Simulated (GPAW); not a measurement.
Ti:

```
Ti
1.0
    -1.64100    1.64100    1.64100
     1.64100   -1.64100    1.64100
     1.64100    1.64100   -1.64100
Ti
1
Direct
  0.00000 0.00000 0.00000
```

This isn't the form of Ti at room conditions, which is hcp.

Base run:

* Program: GPAW 26.7.0
* Functional: SCAN
* Potentials or basis: GPAW PAW data sets (gpaw-data 1.2.1)
* Cutoff: 600 eV
* Basis: pw
* k mesh: 11 × 11 × 11
* Occupations: fermi-dirac, width 0.05 eV
* Spin: no spin polarisation

Its results: band gap on the k mesh none (metal or under the smearing width); pressure -3.9 GPa.

Q: The run is repeated on the same cell with these changes: functional from SCAN to PBE. What comes out?

A: Band gap on the k mesh none (metal or under the smearing width); pressure -3.0 GPa.

Caveats: the PAW data sets were made with another functional, which shifts forces and pressure a little (some runs).
